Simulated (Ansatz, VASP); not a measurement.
**MoH3: VASP beside Ansatz**

File INCAR:

```
  ALGO = Normal
  EDIFF = 1E-6
  EDIFFG = -0.04
  ENCUT = 600
  GGA = PE
  IBRION = 2
  ISIF = 3
  ISMEAR = 0
  LASPH = True
  LCHARG = False
  LREAL = False
  LWAVE = False
  NELM = 100
  NSW = 90
  PREC = Accurate
  SIGMA = 0.1
```

KPOINTS

```
k-points
0
Gamma
  6 4 4
```

The input POSCAR:

```
MoH3
1.0
    2.6811719700      0.0000000000      0.0000000000
    0.0000000000      4.1682681000      0.0000000000
    0.0000000000      0.0000000000      4.5515902800
H Mo
3 1
Direct
    0.0000000000      0.0000000000      0.6687756200
    0.0000000000      0.5000000000      0.3256524500
    0.5000000000      0.5000000000      0.8378144500
    0.5000000000      0.0000000000      0.1677565000
```

Input for Ansatz:

```yaml
crystal:
  lattice:
    - [2.68117197, 0.0, 0.0]
    - [0.0, 4.1682681, 0.0]
    - [0.0, 0.0, 4.55159028]
  atoms:
    - { symbol: H, position: [0.0, 0.0, 0.66877562] }
    - { symbol: H, position: [0.0, 0.5, 0.32565245] }
    - { symbol: H, position: [0.5, 0.5, 0.83781445] }
    - { symbol: Mo, position: [0.5, 0.0, 0.1677565] }
basis:
  ecutwfc: 420
kpoints:
  mp_grid: { grid: [6, 4, 4] }
hamiltonian:
  xc: pbe
scf:
  occupations: { method: gaussian, width: 0.1 }
  lower_state_search: "off"
output:
  forces: true
  stress: true
  eigenvalues: true
relax:
  adjacent_minimum: "off"
  f_tol: 0.04
  max_steps: 70
  cell: { stress_tol: 0.4 }
```

Change from the starting cell: species swapped into the Mg3Al type (Pmm2, No. 25).

Alike in both runs: task relaxation of cell and atoms; functional PBE; k mesh 6 × 4 × 4; occupations gaussian, width 0.1 eV; no spin polarisation.

```csv
,VASP,Ansatz
version,VASP 6.6.1,Ansatz 0.2.0
potentials or method,"VASP PAW PBE potentials, release 64 (H, Mo_sv)","scalar-relativistic, plane waves, PAW"
plane-wave cutoff (eV),600,420
valence electrons in the cell,17,17
```

|  | VASP | Ansatz | Ansatz less VASP |
| --- | --- | --- | --- |
| gap on the k mesh at the Fermi level, each at its own relaxed structure (eV) | none | none | - |
| relaxed volume (Å³/atom) | 6.14 | 6.12 | -0.014 |
| relaxed cell length with the largest relative difference (Å) | 2.942 | 2.931 | -0.0105 |
| energy change over the relaxation (meV/atom) | -1236 | -1240 | -3.6 |

A gap of «none» marks a metal or a gap that the smearing closes.

Caveats: the k mesh is coarse (spacing up to 0.39 Å⁻¹), so the values aren't converged; the volume moved by over 15 % at a fixed basis, so the end points are rough (VASP).
